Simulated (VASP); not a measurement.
Input of a VASP 6.6.1 run:

The input INCAR:

```
SYSTEM = Y
PREC = Accurate
ENCUT = 520
EDIFF = 1E-6
ISMEAR = -1
SIGMA = 0.05
LREAL = .FALSE.
LASPH = .TRUE.
NELM = 80
ALGO = Normal
ISIF = 2
LWAVE = .FALSE.
LCHARG = .FALSE.
LMAXMIX = 4
GGA = CA
NBANDS = 18
```

The input KPOINTS:

```
Automatic mesh
0
G
  8 8 5
  0 0 0
```

The input POSCAR:

```
Y
1.0
    3.6474000000      0.0000000000      0.0000000000
   -1.8237000000      3.1587410578      0.0000000000
    0.0000000000      0.0000000000      5.7306000000
Y
2
Direct
    0.6666666667      0.3333333333      0.7500000000
    0.3333333333      0.6666666667      0.2500000000
```

File KPOINTS_OPT:

```
path GMKGALHA,LM,KH
15
line-mode
reciprocal
 0.0000000000  0.0000000000  0.0000000000  G
 0.5000000000  0.0000000000  0.0000000000  M

 0.5000000000  0.0000000000  0.0000000000  M
 0.3333333333  0.3333333333  0.0000000000  K

 0.3333333333  0.3333333333  0.0000000000  K
 0.0000000000  0.0000000000  0.0000000000  G

 0.0000000000  0.0000000000  0.0000000000  G
 0.0000000000  0.0000000000  0.5000000000  A

 0.0000000000  0.0000000000  0.5000000000  A
 0.5000000000  0.0000000000  0.5000000000  L

 0.5000000000  0.0000000000  0.5000000000  L
 0.3333333333  0.3333333333  0.5000000000  H

 0.3333333333  0.3333333333  0.5000000000  H
 0.0000000000  0.0000000000  0.5000000000  A

 0.5000000000  0.0000000000  0.5000000000  L
 0.5000000000  0.0000000000  0.0000000000  M

 0.3333333333  0.3333333333  0.0000000000  K
 0.3333333333  0.3333333333  0.5000000000  H
```

Potentials or basis: VASP PAW LDA potentials, release 64 (Y_sv).

The run is started by

```bash
$ cat potpaw_LDA.64/Y_sv/POTCAR > POTCAR
$ mpirun -np 1 vasp_std > vasp.out
```

Question: Estimate the pressure.

Answer: -3.9 GPa.

Question: Estimate the band gap along the path.

Answer: None (metal or under the smearing width).

Stress tensor (GPa, compression positive):
```
-3.71  0.00  0.00
 0.00 -3.71  0.00
 0.00  0.00 -4.18
```
